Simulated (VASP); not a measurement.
**KCl: single point with r2SCAN**

**What was measured.**

From a printed reference work, monograph, for a bulk crystal of KCl: band gap 8.68 eV.

KCl:

```
CELL_PARAMETERS angstrom
0.00000 3.11469 3.11469
3.11469 0.00000 3.11469
3.11469 3.11469 0.00000
ATOMIC_POSITIONS crystal
K 0.00000 0.00000 0.00000
Cl 0.50000 0.50000 0.50000
```

```
Program                : VASP 6.6.1
Task                   : single point
Functional             : r2SCAN
Potentials or basis    : VASP PAW PBE potentials, release 64 (K_sv, Cl)
Cutoff                 : 520 eV
k mesh                 : 6 × 6 × 6
Occupations            : gaussian, width 0.02 eV
Spin                   : no spin polarisation
Dipole correction      : no
Further INCAR settings : ALGO = Normal; EDIFF = 1e-06; NBANDS = 15
```

```json
{
  "Pressure": "0.6 GPa",
  "Band gap on the k mesh": "5.94 eV"
}
```

Levels at points of the mesh, in eV from the valence-band top:
| k point | band 6 | band 7 | band 8 | band 9 | band 10 | band 11 |
| --- | --- | --- | --- | --- | --- | --- |
| (0.00, 0.00, 0.00) | 0.00 | 0.00 | 0.00 | 5.94 | 9.04 | 9.04 |
| (0.50, 0.00, 0.00) | -1.10 | -0.35 | -0.35 | 8.22 | 9.36 | 11.42 |
| (0.50, 0.50, 0.00) | -0.69 | -0.23 | -0.23 | 7.00 | 9.36 | 10.88 |

Run time: 120 s on 1 thread of Intel Xeon 8259CL (shared host), peak memory 0.21 GiB.

Measured gap of KCl: 8.68 eV (a printed reference work, monograph). This calculation gives 5.94 eV (-2.74 eV). The value is that of r2SCAN, without temperature or zero-point motion.

Caveat: the PAW data sets were made with another functional, which shifts forces and pressure a little.
